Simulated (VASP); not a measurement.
# Y (P6_3/mmc) in VASP: further runs, part 2 of 2

VASP 6.6.1.

### 3 Single point, PBEsol

Input file INCAR:

```
SYSTEM = Y
PREC     = Accurate       ! precision mode
ENCUT    = 450            ! plane-wave cutoff, eV
EDIFF    = 1E-6           ! SCF threshold, eV
ISMEAR   = 0              ! smearing method
SIGMA    = 0.15           ! smearing width, eV
LREAL    = .FALSE.        ! projectors in reciprocal space
LASPH    = .TRUE.         ! aspherical terms in the spheres
NELM     = 100            ! most SCF steps
ALGO     = Normal         ! electronic algorithm
ISIF     = 2              ! what is computed and relaxed
LWAVE    = .FALSE.        ! write WAVECAR
LCHARG   = .FALSE.        ! write CHGCAR
GGA      = PS             ! functional
NBANDS   = 18             ! bands
ADDGRID  = .FALSE.
```

Input file KPOINTS:

```
Automatic mesh
0
G
  18 18 10
  0 0 0
```

Input file POSCAR:

```
Y
1.0
    3.6474000000      0.0000000000      0.0000000000
   -1.8237000000      3.1587410578      0.0000000000
    0.0000000000      0.0000000000      5.7306000000
Y
2
Direct
    0.6666666667      0.3333333333      0.7500000000
    0.3333333333      0.6666666667      0.2500000000
```

Potentials or basis: VASP PAW PBE potentials, release 64 (Y_sv).

The run is started by

```console
$ cat potpaw_PBE.64/Y_sv/POTCAR > POTCAR
$ mpirun -np 1 vasp_std > vasp.out
```

OUTCAR:

```text
SYSTEM = Y
   PREC = Accurate
   ENCUT = 450
   EDIFF = 1E-6
   ISMEAR = 0
   LREAL = .FALSE.
   LASPH = .TRUE.
   NELM = 100
   ISIF = 2
   GGA = PS

 Found    222 irreducible k-points:

 Following reciprocal coordinates:
            Coordinates               Weight
  0.000000  0.000000  0.000000      1.000000
  0.055556 -0.000000  0.000000      6.000000
  0.111111 -0.000000  0.000000      6.000000
  0.166667  0.000000  0.000000      6.000000
  0.222222 -0.000000  0.000000      6.000000
  0.277778  0.000000  0.000000      6.000000
   k-points           NKPTS =    222   k-points in BZ     NKDIM =    222   number of bands    NBANDS=     18
   number of dos      NEDOS =    301   number of ions     NIONS =      2
   total plane-waves  NPLWV =  31360
   dimension x,y,z NGX =    28 NGY =   28 NGZ =   40
   dimension x,y,z NGXF=    56 NGYF=   56 NGZF=   80
   ions per type =               2
   NGX,Y,Z   is equivalent  to a cutoff of  12.76, 12.76, 11.60 a.u.
   NGXF,Y,Z  is equivalent  to a cutoff of  25.52, 25.52, 23.21 a.u.
 SYSTEM =  Y
   PREC   = accura    normal or accurate (medium, high low for compatibility)
   ISTART =      0    job   : 0-new  1-cont  2-samecut
   ICHARG =      2    charge: 1-file 2-atom 10-const
   ISPIN  =      1    spin polarized calculation?
   LNONCOLLINEAR =      F non collinear calculations
   LSORBIT =      F    spin-orbit coupling
   LASPH  =      T    aspherical Exc in radial PAW
   ENCUT  =  450.0 eV  33.07 Ry    5.75 a.u.   6.31  6.31  9.91*2*pi/ulx,y,z
   NELM   =    100;   NELMIN=  2; NELMDL= -5     # of ELM steps
   EDIFF  = 0.1E-05   stopping-criterion for ELM
   LREAL  =      F    real-space projection
   EDIFFG = 0.1E-04   stopping-criterion for IOM
   NSW    =      0    number of steps for IOM
   IBRION =     -1    ionic relax: 0-MD 1-quasi-New 2-CG
   NFREE  =      0    steps in history (QN), initial steepest desc. (CG)
   ISIF   =      2    stress and relaxation
   ISYM   =      2    0-nonsym 1-usesym 2-fastsym
   POTIM  = 0.5000    time-step for ionic-motion
   TEBEG  =    0.0;   TEEND  =   0.0 temperature during run
   PSTRESS=    0.0 pullay stress
   NELECT =      22.0000    total number of electrons
   NUPDOWN=      -1.0000    fix difference up-down
   EMIN   =  10.00;   EMAX   =-10.00  energy-range for DOS
   EFERMI =   0.00;   METHOD = LEGACY
   ISMEAR =     0;   SIGMA  =   0.15  broadening in eV -4-tet -1-fermi 0-gaus
   EFERMI_NEDOS =   21; number of points for ismear=-14 and -15
   IALGO  =     38    algorithm
   IMIX   =      4    mixing-type and parameters
     AMIX     =   0.40;   BMIX     =  1.00
     AMIX_MAG =   1.60;   BMIX_MAG =  1.00
  volume/ion in A,a.u.               =      33.01       222.77
  Fermi-wavevector in a.u.,A,eV,Ry     =   1.134967  2.144777 17.526345  1.288150
  Thomas-Fermi vector in A             =   2.271671
   LORBIT       =      0    0 simple, 1 ext, 2 COOP (PROOUT), +10 PAW based schemes
   GGA     = PS    functional components
   LHFCALC =     F    Hartree Fock is set to
   AEXX    =    0.0000 exact exchange contribution
   IVDW    =     0    specifies the selected vdW correction
   LEPSILON=     F    determine dielectric tensor
   LRPA    =     F    only Hartree local field effects (RPA)
 non-spin polarized calculation
 Gauss-broadening in eV      SIGMA  =   0.15
  energy-cutoff  :      450.00
  volume of cell :       66.02
 maximum number of plane-waves:      1456
 NGX is ok and might be reduce to    28
   NGX = 13   NGY = 13   NGZ = 19

 number of electron      22.0000000 magnetization

 Free energy of the ion-electron system (eV)
  ---------------------------------------------------
  ext. energy  EPLUGINS =         0.00000000
  ---------------------------------------------------
  free energy    TOTEN  =       -13.63431486 eV

  energy without entropy =      -13.58858050  energy(sigma->0) =      -13.61144768

 E-fermi :   2.8603     XC(G=0):  -9.5139

 val. band max:        2.8552122842   @ k =   0.2222  -0.0000   0.1000
 cond. band min:       2.8665681548   @ k =   0.3889   0.2222   0.4000
 fundamental gap:      0.0113558706
 Fermi energy:         2.8602839287

 k-point     1 :       0.0000    0.0000    0.0000
  band No.  band energies     occupation
      1     -39.7496      2.00000
      2     -39.6775      2.00000
      3     -20.0413      2.00000
      4     -19.5699      2.00000
      5     -19.5699      2.00000
      6     -19.4816      2.00000
[... 10 lines left out ...]
     17       5.6331      0.00000
     18       5.6331      0.00000

 k-point     2 :       0.0556   -0.0000    0.0000
  band No.  band energies     occupation
      1     -39.7481      2.00000
      2     -39.6770      2.00000
      3     -20.0358      2.00000
      4     -19.5811      2.00000
      5     -19.5737      2.00000
      6     -19.4935      2.00000
[... 10 lines left out ...]
     17       5.5384      0.00000
     18       5.5682      0.00000

 k-point     3 :       0.1111   -0.0000    0.0000
  band No.  band energies     occupation
      1     -39.7436      2.00000
      2     -39.6754      2.00000
      3     -20.0197      2.00000
      4     -19.6134      2.00000
      5     -19.5846      2.00000
      6     -19.5272      2.00000
[... 10 lines left out ...]
     17       5.4006      0.00000
     18       5.4234      0.00000

 k-point     4 :       0.1667    0.0000    0.0000
  band No.  band energies     occupation
      1     -39.7367      2.00000
      2     -39.6731      2.00000
      3     -19.9939      2.00000
      4     -19.6630      2.00000
      5     -19.6008      2.00000
      6     -19.5779      2.00000
[... 10 lines left out ...]
     17       5.5345      0.00000
     18       5.7007      0.00000

 k-point     5 :       0.2222   -0.0000    0.0000
  band No.  band energies     occupation
      1     -39.7279      2.00000
      2     -39.6706      2.00000
      3     -19.9602      2.00000
      4     -19.7241      2.00000
      5     -19.6384      2.00000
      6     -19.6201      2.00000
[... 10 lines left out ...]
     17       5.8514      0.00000
     18       6.0727      0.00000

 k-point     6 :       0.2778    0.0000    0.0000
  band No.  band energies     occupation
      1     -39.7181      2.00000
      2     -39.6683      2.00000
      3     -19.9207      2.00000
      4     -19.7893      2.00000
      5     -19.7009      2.00000
      6     -19.6401      2.00000
[... 10 lines left out ...]
     17       6.2335      0.00000
     18       6.5191      0.00000

 [... further k-points ...]

------------------------ aborting loop because EDIFF is reached ----------------------------------------

  FORCE on cell =-STRESS in cart. coord.  units (eV):
  Direction    XX          YY          ZZ          XY          YZ          ZX
  --------------------------------------------------------------------------------------
  -------------------------------------------------------------------------------------
  Total       -0.8098817     -0.8098817     -1.0650764      0.0000000     -0.0000000      0.0000000
  in kB      -19.6532636    -19.6532636    -25.8460291      0.0000000     -0.0000000      0.0000000
  external PRESSURE =     -21.7175188 kB  Pullay stress =       0.0000000 kB

 VOLUME and BASIS-vectors are now :
 -----------------------------------------------------------------------------
  energy-cutoff  :      450.00
  volume of cell :       66.02
      direct lattice vectors                 reciprocal lattice vectors
     3.647400000  0.000000000  0.000000000     0.274167900  0.158290911  0.000000000
    -1.823700000  3.158741058  0.000000000     0.000000000  0.316581822  0.000000000
     0.000000000  0.000000000  5.730600000     0.000000000  0.000000000  0.174501797

 POSITION                                       TOTAL-FORCE (eV/Angst)
 -----------------------------------------------------------------------------------
      1.82370      1.05291      4.29795        -0.000000      0.000000      0.000000
     -0.00000      2.10583      1.43265         0.000000     -0.000000      0.000000
 -----------------------------------------------------------------------------------
    total drift:                               -0.000000      0.000000     -0.000000

  FREE ENERGIE OF THE ION-ELECTRON SYSTEM (eV)
  ---------------------------------------------------
  free  energy   TOTEN  =       -13.6343148633 eV

  energy  without entropy=      -13.5885804971  energy(sigma->0) =      -13.61144768
```

Wall time 82 s (1 thread of AMD EPYC 9R45 (Zen 5), shared host); peak memory 0.31 GiB.

The run converged, but some of its settings lie outside the range that counts as converged, so its numbers aren't taken as properties of the crystal.

What came out:

```
Free energy            : -13.6343 eV
Pressure               : -2.2 GPa
Band gap on the k mesh : none (metal or under the smearing width)
```

Caveat: the PAW data sets were made with another functional, which shifts forces and pressure a little.

### 4 Single point, PBEsol

INCAR, as its differences from that of step 3:

```diff
@@ -4,3 +4,3 @@
 EDIFF    = 1E-6           ! SCF threshold, eV
-ISMEAR   = 0              ! smearing method
+ISMEAR   = 1              ! smearing method
 SIGMA    = 0.15           ! smearing width, eV
```

KPOINTS is that of step 3.

POSCAR is that of step 3.

Potentials or basis: VASP PAW PBE potentials, release 64 (Y_sv).

The run is started by

```console
$ cat potpaw_PBE.64/Y_sv/POTCAR > POTCAR
$ mpirun -np 1 vasp_std > vasp.out
```

OUTCAR:

```text
SYSTEM = Y
   PREC = Accurate
   ENCUT = 450
   EDIFF = 1E-6
   ISMEAR = 1
   LREAL = .FALSE.
   LASPH = .TRUE.
   NELM = 100
   ISIF = 2
   GGA = PS

 Found    222 irreducible k-points:

 Following reciprocal coordinates:
            Coordinates               Weight
  0.000000  0.000000  0.000000      1.000000
  0.055556 -0.000000  0.000000      6.000000
  0.111111 -0.000000  0.000000      6.000000
  0.166667  0.000000  0.000000      6.000000
  0.222222 -0.000000  0.000000      6.000000
[... 203 lines left out ...]

------------------------ aborting loop because EDIFF is reached ----------------------------------------

  FORCE on cell =-STRESS in cart. coord.  units (eV):
  Direction    XX          YY          ZZ          XY          YZ          ZX
  --------------------------------------------------------------------------------------
  -------------------------------------------------------------------------------------
  Total       -0.8015624     -0.8015624     -1.1298293      0.0000000      0.0000000      0.0000000
  in kB      -19.4513794    -19.4513794    -27.4173771      0.0000000      0.0000000      0.0000000
  external PRESSURE =     -22.1067120 kB  Pullay stress =       0.0000000 kB

 VOLUME and BASIS-vectors are now :
 -----------------------------------------------------------------------------
  energy-cutoff  :      450.00
  volume of cell :       66.02
      direct lattice vectors                 reciprocal lattice vectors
     3.647400000  0.000000000  0.000000000     0.274167900  0.158290911  0.000000000
    -1.823700000  3.158741058  0.000000000     0.000000000  0.316581822  0.000000000
     0.000000000  0.000000000  5.730600000     0.000000000  0.000000000  0.174501797

 POSITION                                       TOTAL-FORCE (eV/Angst)
 -----------------------------------------------------------------------------------
      1.82370      1.05291      4.29795        -0.000000      0.000000      0.000000
     -0.00000      2.10583      1.43265         0.000000     -0.000000      0.000000
 -----------------------------------------------------------------------------------
    total drift:                               -0.000000      0.000000     -0.000000

  FREE ENERGIE OF THE ION-ELECTRON SYSTEM (eV)
  ---------------------------------------------------
  free  energy   TOTEN  =       -13.6114337243 eV

  energy  without entropy=      -13.6107012065  energy(sigma->0) =      -13.61118955
```

stdout:

```text
POSCAR found type information on POSCAR Y
 POSCAR found :  1 types and       2 ions
 scaLAPACK will be used
 -----------------------------------------------------------------------------
|                                                                             |
|                                                                             |
|     You enforced a specific xc type in the INCAR file but a different       |
|     I HOPE YOU KNOW WHAT YOU ARE DOING!                                     |
|                                                                             |
 -----------------------------------------------------------------------------

 LDA part: xc-table for (Slater+PW92), standard interpolation
 POSCAR, INCAR and KPOINTS ok, starting setup
 FFT: planning ... GRIDC
 FFT: planning ... GRID_SOFT
 FFT: planning ... GRID
 WAVECAR not read
 entering main loop
```

Run time: 84 s. Hardware: 1 thread of AMD EPYC 9R45 (Zen 5), shared host; peak memory 0.31 GiB.

These settings aren't checked as converged: the numbers below hold their error.

Results:

- Free energy: -13.6114 eV
- Pressure: -2.2 GPa
- Band gap on the k mesh: none (metal or under the smearing width)

Caveat: the PAW data sets were made with another functional, which shifts forces and pressure a little.

### 5 The reference run

An earlier run on the cell as given: functional PBE; potentials or basis VASP PAW PBE potentials, release 64 (Y_sv); cutoff 520 eV; k mesh 8 × 8 × 5; occupations fermi-dirac, width 0.05 eV; no spin polarisation.

* Pressure: -0.2 GPa
* Band gap on the k mesh: none (metal or under the smearing width)
